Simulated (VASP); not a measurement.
Runs of VASP 6.6.1 on ZnSiP2. It takes space group I-42d (No. 122, tetragonal). The conventional cell has a = 5.373 Å, b = 5.373 Å, c = 10.460 Å, α = 90.00°, β = 90.00°, γ = 90.00°. Zn (site symmetry -4) has 4 P at 2.36 Å as nearest neighbours. Around P (site symmetry 2) lie 2 Si at 2.25 Å and 2 Zn at 2.36 Å. Si (site symmetry -4) has 4 P at 2.25 Å as nearest neighbours. The cell is a database's computed one.

| level | potentials or basis | gap on the mesh (eV) |
| --- | --- | --- |
| PW91 | VASP PAW PBE potentials, release 64 (Zn, P, Si) | 1.32 |
| PBEsol | VASP PAW PBE potentials, release 64 (Zn, P, Si) | 1.19 |
| LDA | VASP PAW LDA potentials, release 64 (Zn, P, Si) | 1.19 |
| RPBE | VASP PAW PBE potentials, release 64 (Zn, P, Si) | 1.38 |
| AM05 | VASP PAW PBE potentials, release 64 (Zn, P, Si) | (a) |
| PBE | VASP PAW PBE potentials, release 64 (Zn, P, Si) | 1.32 |
| BLYP | VASP PAW PBE potentials, release 64 (Zn, P, Si) | 1.52 |
| revPBE | VASP PAW PBE potentials, release 64 (Zn, P, Si) | 1.36 |

Alike in all rows: task band structure; no spin polarisation; cell as given; k mesh 5 × 5 × 5; cutoff (eV) 520; smearing fermi-dirac 0.05 eV.

**Question.** Fill in the values left out.

**Answer.** (a) 1.26.

